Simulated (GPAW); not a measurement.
Runs of GPAW 26.7.0 on PtSe2 (Sudovikovite). Symmetry: P-3m1, No. 164, trigonal system. Conventional cell: a = 3.724 Å, b = 3.724 Å, c = 5.062 Å, α = 90.00°, β = 90.00°, γ = 120.00°. Pt (site symmetry -3m) has 6 Se at 2.49 Å as nearest neighbours. Se (site symmetry 3m) is surrounded by 3 Pt at 2.49 Å. 

```tsv
task	level	potentials or basis	U	cell	k mesh	cutoff (eV)	smearing	response ecut	kernel	over volumes	N frequencies	skip gamma	mesh quality	gap on the mesh (eV)	pressure (GPa)	largest force (eV/Å)
electron localisation function	optB88-vdW	GPAW PAW data sets (gpaw-data 1.2.1), pw	-	as given	4 × 4 × 3	510	fermi-dirac 0.01 eV	-	-	-	-	-	coarse	none	-	0.97
single point	TB-mBJ	GPAW PAW data sets for LDA (gpaw-data 1.2.1), pw	-	as given	6 × 6 × 4	600	fermi-dirac 0.05 eV	-	-	-	-	-	not flagged	none	-	-
relaxation of cell and atoms	SCAN	GPAW PAW data sets (gpaw-data 1.2.1), pw	-	relaxed to 10 GPa	6 × 6 × 4	600	fermi-dirac 0.05 eV	-	-	-	-	-	not flagged	none	10.0	-
single point	PBE+U	GPAW PAW data sets (gpaw-data 1.2.1), pw	Pt d U = 7 eV	as given	7 × 7 × 4	450	fermi-dirac 0.01 eV	-	-	-	-	-	not flagged	none	(a)	0.59
```

Alike in all rows: no spin polarisation.

**Question.** Fill in the values left out.

**Answer.** (a) 5.3.

Caveats: some runs use coarse meshes; the PAW data sets were made with another functional, which shifts forces and pressure a little (some runs); a model potential gives levels but no total energy (some runs); later steps reuse the first step's grids (some runs); the cutoff is short for stress and forces, so pressures can be off by a GPa or more (some runs); U without spin polarisation on a metal has little footing (some runs).

A k mesh can miss the band edges, and the runs leave out spin-orbit coupling on Pt, Se.

A gap of «none» marks a metal or a gap under the smearing width.
